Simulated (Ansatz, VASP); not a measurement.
CaO in VASP and in Ansatz

File INCAR:

```
SYSTEM = CaO
PREC     = Accurate       ! precision mode
ENCUT    = 520            ! plane-wave cutoff, eV
EDIFF    = 1E-8           ! SCF threshold, eV
ISMEAR   = -1             ! smearing method
SIGMA    = 0.02           ! smearing width, eV
LREAL    = .FALSE.        ! projectors in reciprocal space
LASPH    = .TRUE.         ! aspherical terms in the spheres
NELM     = 80             ! most SCF steps
ALGO     = Normal         ! electronic algorithm
ISIF     = 2              ! what is computed and relaxed
LWAVE    = .FALSE.        ! write WAVECAR
LCHARG   = .FALSE.        ! write CHGCAR
GGA      = PE             ! functional
LEFG     = .TRUE.       
NBANDS   = 15             ! bands
```

Contents of KPOINTS:

```
regular mesh
0
G
  11 11 11
  0 0 0
```

File POSCAR:

```
CaO
1.0
    0.0000000000      2.4490000000      2.4490000000
    2.4490000000      0.0000000000      2.4490000000
    2.4490000000      2.4490000000      0.0000000000
Ca O
1 1
Direct
    0.0163331972      0.0163331972     -0.0163331972
    0.5000000000      0.5000000000      0.5000000000
```

Input for Ansatz:

```yaml
crystal:
  lattice:
    - [0.0, 2.449, 2.449]
    - [2.449, 0.0, 2.449]
    - [2.449, 2.449, 0.0]
  atoms:
    - { symbol: Ca, position: [0.0163331972, 0.0163331972, -0.0163331972] }
    - { symbol: O, position: [0.5, 0.5, 0.5] }
kpoints:
  mp_grid: { grid: [11, 11, 11] }
scf:
  occupations: { method: fermi_dirac, width: 0.02 }
hamiltonian:
  xc: pbe
  pseudopotentials: { kind: all_electron, datasets: crystal }
output:
  forces: true
  stress: true
  eigenvalues: true
  efg: { contact_densities: true }
```

Alike in both runs: task electric field gradients; functional PBE; k mesh 11 × 11 × 11; occupations fermi-dirac, width 0.02 eV; no spin polarisation.

```csv
,VASP,Ansatz
version,VASP 6.6.1,Ansatz 0.2.0
potentials or method,"VASP PAW PBE potentials, release 64 (Ca_sv, O)","all-electron PAW with datasets made for the crystal, scalar-relativistic"
plane-wave cutoff (eV),520,see its input
```

VASP gave:

| Property | Result |
| --- | --- |
| gap on the k mesh at the Fermi level (eV) | 3.70 |
| pressure (GPa) | -3.3 |
| largest component of the traceless stress (GPa) | 0.51 |
| rms of the force components (eV/Å) | 0.110 |
| Vzz of the field gradient on the site that differs most (V/Å²) | -1.1 |

Q: Which values does Ansatz return?

A: gap on the k mesh at the Fermi level (eV): 3.71; pressure (GPa): -3.8; largest component of the traceless stress (GPa): 0.49; rms of the force components (eV/Å): 0.104; Vzz of the field gradient on the site that differs most (V/Å²): -1.0.

Atom by atom the forces differ by 0.006 eV/Å (rms over components). Ansatz ran all-electron here, so the differences hold the error of VASP's frozen core and of both bases.

Caveats: an odd mesh through Γ misses points on the zone boundary, where band edges often lie.
